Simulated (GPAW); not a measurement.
Here is a GPAW 26.7.0 calculation.

File run.py:

```python
from ase.dft.bandgap import bandgap
from ase.io import read, write
from ase.units import GPa
from gpaw import GPAW, PW

atoms = read('Ta2N.cif')

calc = GPAW(mode=PW(600),
            xc='PBE',
            kpts={'size': (8, 8, 5), 'gamma': True},
            occupations={'name': 'fermi-dirac', 'width': 0.05},
            nbands=30,
            maxiter=120,
            txt='gpaw.txt')
atoms.calc = calc
energy = atoms.get_potential_energy()
forces = atoms.get_forces()
stress = atoms.get_stress()
calc.write('gs.gpw')
write('result.traj', atoms)
print(f'Energy: {energy:.6f} eV')
print('Forces (eV/A):')
print(forces.round(4))
print('Stress (GPa):', (stress / GPa).round(3))
print('Fermi level:', round(calc.get_fermi_level(), 4), 'eV')
print(f'Gap: {bandgap(calc)[0]:.4f} eV, direct: {bandgap(calc, direct=True)[0]:.4f} eV')
```

The input Ta2N.cif:

```cif
data_Ta2N
_cell_length_a 3.11286151
_cell_length_b 3.11286151
_cell_length_c 4.86984100
_cell_angle_alpha 90.00000000
_cell_angle_beta 90.00000000
_cell_angle_gamma 120.00000000
_space_group_name_H-M_alt 'P1'
_space_group_name_Hall 'P 1'
_space_group_IT_number 1
loop_
_space_group_symop_operation_xyz
'x,y,z'
loop_
_atom_site_label
_atom_site_type_symbol
_atom_site_symmetry_multiplicity
_atom_site_Wyckoff_symbol
_atom_site_fract_x
_atom_site_fract_y
_atom_site_fract_z
_atom_site_occupancy
Ta1 Ta 1 a 0.3333333333 0.6666666667 0.2547110000 1
Ta2 Ta 1 a 0.6666666667 0.3333333333 0.7452890000 1
N1 N 1 a 0.0000000000 0.0000000000 0.0000000000 1
```

Potentials or basis: GPAW PAW data sets (gpaw-data 1.2.1), pw.

The run is started by

```console
$ OMP_NUM_THREADS=1 python run.py
```

**Question.** Estimate the pressure.

**Answer.** -4.2 GPa.

**Question.** Predict the band gap on the k mesh.

**Answer.** None (metal or under the smearing width).

**Question.** Estimate the largest force.

**Answer.** 0.076 eV/Å.

Forces on the atoms (eV/Å):
```
Ta   0.000  0.000 -0.076
Ta   0.000  0.000  0.076
N    0.000  0.000  0.000
```

Caveat: the cutoff is short for stress and forces, so pressures can be off by a GPa or more. The run has no spin-orbit coupling, so splittings on Ta are missing.
